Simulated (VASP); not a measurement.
Wanted: the native input for a VASP 6.6.1 run.

```yaml
Task: relaxation of cell and atoms
Functional: PBEsol
Dispersion: D3(BJ)
Potentials_or_basis: VASP PAW PBE potentials, release 64 (P)
Cutoff: 520 eV
k_mesh: 15 × 15 × 15
Occupations: gaussian, width 0.02 eV
Spin: no spin polarisation
Further_INCAR_settings: ALGO = Fast; EDIFF = 1e-07; IBRION = 2; EDIFFG = -0.002; NSW = 80; ISIF = 3
```

The structure of P lies in POSCAR:

```
P
1.0
    1.7257251800      0.9963479000      3.1296800100
   -1.7257251800      0.9963479000      3.1296800100
    0.0000000000     -1.9926957900      3.1296800100
P
2
Direct
    0.2270802500      0.2270802500      0.2270802500
    0.7729197500      0.7729197500      0.7729197500
```

This isn't the form of P at room conditions, which is orthorhombic.

The input as run:

INCAR

```
PREC = Accurate ; ENCUT = 520
EDIFF = 1E-7 ; ISMEAR = 0
SIGMA = 0.02 ; LREAL = F
LASPH = T ; NELM = 60
ALGO = Fast ; ISIF = 3
LWAVE = F ; LCHARG = F
GGA = PS ; IVDW = 12
IBRION = 2 ; NSW = 80
EDIFFG = -0.002
```

KPOINTS

```
regular mesh
0
Gamma
  15 15 15
```

Potentials or basis: VASP PAW PBE potentials, release 64 (P).

Command:

```bash
$ cat potpaw_PBE.64/P/POTCAR > POTCAR
$ mpirun -np 1 vasp_std > vasp.out
```

Results of the run:

| Item | Value |
| --- | --- |
| Relaxed volume | 13.85 Å³/atom |
| Relaxed cell | a = 3.398 Å, b = 3.398 Å, c = 3.398 Å, α = 59.93°, β = 59.93°, γ = 59.93° |
| Space group after relaxing (to 0.05 Å) | R-3m (No. 166) |
| Energy gained by relaxing | 57.1 meV/atom |
| Ionic steps | 19 |
| Pressure after relaxing | 0.0 GPa |
| Band gap on the k mesh | none (metal or under the smearing width) |
| Dispersion energy per atom | -0.409 eV |

Caveat: the PAW data sets were made with another functional, which shifts forces and pressure a little; pairwise dispersion overbinds metals, which lowers pressure and volume.

Wall time 30 min on 1 thread of AMD EPYC 7R43 64-Core Processor (Zen 3), with other jobs on the host, peak memory 0.19 GiB.
